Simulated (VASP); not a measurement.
**KBr in VASP 6.6.1, single-point calculation**

INCAR

```
LREAL = .FALSE.
IBRION = -1
PREC = Accurate
ISIF = 2
GGA = PE
LASPH = .TRUE.
LCHARG = .FALSE.
NELM = 120
EDIFF = 1E-7
NSW = 0
ENCUT = 520
LWAVE = .FALSE.
BMIX = 0.0001
SIGMA = 0.02
NBANDS = 15
LMAXMIX = 4
AMIX = 0.2
ISMEAR = -1
```

KPOINTS

```
KPOINTS created by Atomic Simulation Environment
0
Gamma
2 2 2
0 0 0
```

POSCAR

```
K  Br
 1.0000000000000000
     0.0000000000000000    3.3022478065000000    3.3022478065000000
     3.3352702846000000    0.0000000000000000    3.3022478065000000
     3.3352702846000000    3.3022478065000000    0.0000000000000000
 K   Br
   1   1
Cartesian
  0.0000000000000000  0.0000000000000000  0.0000000000000000
  3.3352702846000000  3.3022478065000000  3.3022478065000000
```

The recommended PBE PAW datasets give the neutral cell 16 valence electrons.

Command

```
mpirun -np 1 vasp_std
```

OSZICAR

```
N       E                     dE             d eps       ncg     rms          rms(c)
DAV:   1     0.915316879460E+02    0.91532E+02   -0.65040E+03   120   0.913E+02
DAV:   2    -0.788724526285E+00   -0.92320E+02   -0.81606E+02   169   0.221E+02
DAV:   3    -0.610728059943E+01   -0.53186E+01   -0.52715E+01   148   0.475E+01
DAV:   4    -0.631791263436E+01   -0.21063E+00   -0.21061E+00   188   0.862E+00
DAV:   5    -0.631869192956E+01   -0.77930E-03   -0.77910E-03   148   0.609E-01    0.309E+00
DAV:   6    -0.616475898589E+01    0.15393E+00   -0.12215E-01   120   0.160E+00    0.267E+00
DAV:   7    -0.610147043646E+01    0.63289E-01   -0.32044E-01   134   0.261E+00    0.190E+00
DAV:   8    -0.611563904760E+01   -0.14169E-01   -0.27660E-02   120   0.134E+00    0.250E-01
DAV:   9    -0.611547351139E+01    0.16554E-03   -0.12363E-03   169   0.222E-01    0.141E-01
DAV:  10    -0.611590147164E+01   -0.42796E-03   -0.52428E-04   127   0.143E-01    0.596E-02
DAV:  11    -0.611592682916E+01   -0.25358E-04   -0.78251E-05   134   0.630E-02    0.131E-02
DAV:  12    -0.611592691978E+01   -0.90622E-07   -0.29247E-06   141   0.112E-02    0.104E-02
DAV:  13    -0.611592788566E+01   -0.96588E-06   -0.23641E-06   134   0.821E-03    0.129E-03
DAV:  14    -0.611592796930E+01   -0.83643E-07   -0.10153E-07   126   0.239E-03
   1 F= -.61159280E+01 E0= -.61159280E+01  d E =-.262953E-11
```

From OUTCAR

```
k-points           NKPTS =      4   k-points in BZ     NKDIM =      4   number of bands    NBANDS=     15

   NELECT =      16.0000    total number of electrons

   dimension x,y,z NGX =    36 NGY =   36 NGZ =   36
   dimension x,y,z NGXF=    72 NGYF=   72 NGZF=   72

  energy-cutoff  :      520.00
  volume of cell :       72.74
      direct lattice vectors                 reciprocal lattice vectors
     0.000000000  3.302247807  3.302247807    -0.149912888  0.151412017  0.151412017
     3.335270285  0.000000000  3.302247807     0.149912888 -0.151412017  0.151412017
     3.335270285  3.302247807  0.000000000     0.149912888  0.151412017 -0.151412017

 k-points in reciprocal lattice and weights: KPOINTS created by Atomic Simulation Env
   0.00000000  0.00000000  0.00000000       0.125
   0.50000000  0.00000000  0.00000000       0.500
   0.50000000  0.50000000  0.00000000       0.250
   0.00000000  0.50000000  0.50000000       0.125

 E-fermi :  -1.1932

 k-point     1 :       0.0000    0.0000    0.0000
  band No.  band energies     occupation
      1     -29.6207      2.00000
      2     -13.9664      2.00000
      3     -13.0962      2.00000
      4     -13.0954      2.00000
      5     -13.0954      2.00000
      6      -1.7111      2.00000
      7      -1.7069      2.00000
      8      -1.7069      2.00000
      9       2.6566      0.00000
     10       5.7906      0.00000
     11       5.8499      0.00000
     12       5.8499      0.00000
     13       6.6146      0.00000
     14       6.6581      0.00000
     15       9.8494      0.00000

 k-point     2 :       0.5000    0.0000    0.0000
  band No.  band energies     occupation
      1     -29.6155      2.00000
      2     -14.1672      2.00000
      3     -13.1024      2.00000
      4     -13.0998      2.00000
      5     -12.8242      2.00000
      6      -2.8758      2.00000
      7      -2.0364      2.00000
      8      -2.0351      2.00000
      9       4.8225      0.00000
     10       6.4489      0.00000
     11       7.9435      0.00000
     12       7.9468      0.00000
     13       8.2403      0.00000
     14       8.3242      0.00000
     15       9.0630      0.00000

 k-point     3 :       0.5000    0.5000    0.0000
  band No.  band energies     occupation
      1     -29.6139      2.00000
      2     -13.8695      2.00000
      3     -13.1808      2.00000
      4     -13.1311      2.00000
      5     -13.1294      2.00000
      6      -2.5141      2.00000
      7      -2.0007      2.00000
      8      -1.9948      2.00000
      9       4.1181      0.00000
     10       5.3932      0.00000
     11       7.5665      0.00000
     12       7.7413      0.00000
     13       7.8450      0.00000
     14       8.8990      0.00000
     15       8.9578      0.00000

 k-point     4 :       0.0000    0.5000    0.5000
  band No.  band energies     occupation
      1     -29.6142      2.00000
      2     -13.8717      2.00000
      3     -13.1804      2.00000
      4     -13.1282      2.00000
      5     -13.1282      2.00000
      6      -2.5267      2.00000
      7      -1.9843      2.00000
      8      -1.9843      2.00000
      9       4.1305      0.00000
     10       5.3828      0.00000
     11       7.5449      0.00000
     12       7.6873      0.00000
     13       7.8403      0.00000
     14       8.9419      0.00000
     15       8.9419      0.00000

  Total        0.3930282      0.5339756      0.5339756      0.0000000      0.0000000      0.0000000
  in kB        8.6567314     11.7611998     11.7611998      0.0000000      0.0000000      0.0000000
  external PRESSURE =      10.7263770 kB  Pullay stress =       0.0000000 kB

 POSITION                                       TOTAL-FORCE (eV/Angst)
 -----------------------------------------------------------------------------------
      0.00000      0.00000      0.00000        -0.000000      0.000000     -0.000000
      3.33527      3.30225      3.30225         0.000000     -0.000000      0.000000
 -----------------------------------------------------------------------------------
    total drift:                                0.000000      0.000000      0.000000

  FREE ENERGIE OF THE ION-ELECTRON SYSTEM (eV)
  ---------------------------------------------------
  free  energy   TOTEN  =        -6.1159279693 eV

  energy  without entropy=       -6.1159279693  energy(sigma->0) =       -6.11592797
```

It converged. Results: gap between bands v and c on the k mesh 4.36 eV; least direct gap on the k mesh 4.36 eV; pressure 1.1 GPa. Band v is the last that the valence electrons fill when counted band by band, and c is the next.

These settings aren't sound, so the numbers aren't properties of the crystal.

On sound settings PBE gives a gap of 4.40 eV on its mesh and a pressure of 0.6 GPa for the intended cell.

The run took about 4.2 s on one core of a shared host (Intel Xeon 6975P-C) and held 0.19 GiB at most.
